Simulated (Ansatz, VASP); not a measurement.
Given: the input of a run of VASP 6.6.1 on Au.

File POSCAR:

```
Au
1.0
    2.7484100000      0.0000000000      0.0000000000
    0.0000000000      2.7484100000      0.0000000000
    0.0000000000      0.0000000000      2.7484100000
Au
1
Direct
    0.5000000000      0.5000000000      0.5000000000
```

INCAR.step1

```
SYSTEM = Au
PREC = Accurate ; ENCUT = 520
EDIFF = 1E-5 ; ISMEAR = -1
SIGMA = 0.05 ; LREAL = .FALSE.
LASPH = .TRUE. ; NELM = 60
ALGO = Normal ; ISIF = 2
LWAVE = .TRUE. ; NBANDS = 12
GGA = PE
```

Contents of INCAR.step2:

```
SYSTEM = Au
PREC = Accurate ; ENCUT = 520
EDIFF = 1E-6 ; ISMEAR = -1
SIGMA = 0.05 ; LREAL = .FALSE.
LASPH = .TRUE. ; NELM = 60
ALGO = Normal ; ISIF = 2
LWAVE = .FALSE. ; LCHARG = .TRUE.
METAGGA = R2SCAN ; LHFCALC = .TRUE.
AEXX = 0.25 ; LMIXTAU = .TRUE.
PRECFOCK = Normal ; LELF = .TRUE.
LVHAR = .TRUE. ; NBANDS = 12
ISTART = 1
```

The input KPOINTS:

```
regular mesh
0
G
  5 5 5
  0 0 0
```

Potentials or basis: VASP PAW PBE potentials, release 64 (Au).

The run is started by

```bash
$ cat potpaw_PBE.64/Au/POTCAR > POTCAR
$ cp INCAR.step1 INCAR
$ mpirun -np 1 vasp_std > vasp.out
$ cp INCAR.step2 INCAR
$ mpirun -np 1 vasp_std > vasp.out
```

Q: Set up the same calculation for Ansatz 0.2.0. Potentials there: Ansatz PAW.

A: As run (the cutoff follows the program's own potentials):

File input.yaml:

```yaml
crystal:
  lattice:
    - [2.74841, 0.0, 0.0]
    - [0.0, 2.74841, 0.0]
    - [0.0, 0.0, 2.74841]
  atoms:
    - { symbol: Au, position: [0.5, 0.5, 0.5] }
hamiltonian:
  xc: r2scan0
  pseudopotentials: { kind: paw }
kpoints:
  mp_grid: { grid: [5, 5, 5] }
scf:
  occupations: { method: fermi_dirac, width: 0.05 }
output:
  forces: true
  stress: true
  eigenvalues: true
```

Potentials or basis: Ansatz PAW.

Launch:

```sh
$ ansatz run input.yaml --threads 2 --pin off --max-ram 5632MiB --backend cpu --events-out ev --progress --plain --runs-dir out
```

Both were run:

|  | VASP | Ansatz | Ansatz less VASP |
| --- | --- | --- | --- |
| gap on the k mesh at the Fermi level (eV) | none | none | - |
| pressure (GPa) | -2.9 | -2.9 | -0.02 |

A gap of «none» marks a metal or a gap that the smearing closes. The functional is the same, so the differences come from potentials, cutoffs and numerics. The two sets of potentials don't hold the same shells in valence.

Caveats: the k mesh is coarse (spacing up to 0.46 Å⁻¹), so the values aren't converged, least of all with exact exchange; the PAW data sets were made with another functional, which shifts forces and pressure a little (VASP); the PAW data sets come from PBE, with cores solved anew for the run's functional, which leaves a small shift of forces and pressure (Ansatz); the thresholds are loose for stress (Ansatz). The runs have no spin-orbit coupling, so splittings on Au are missing.
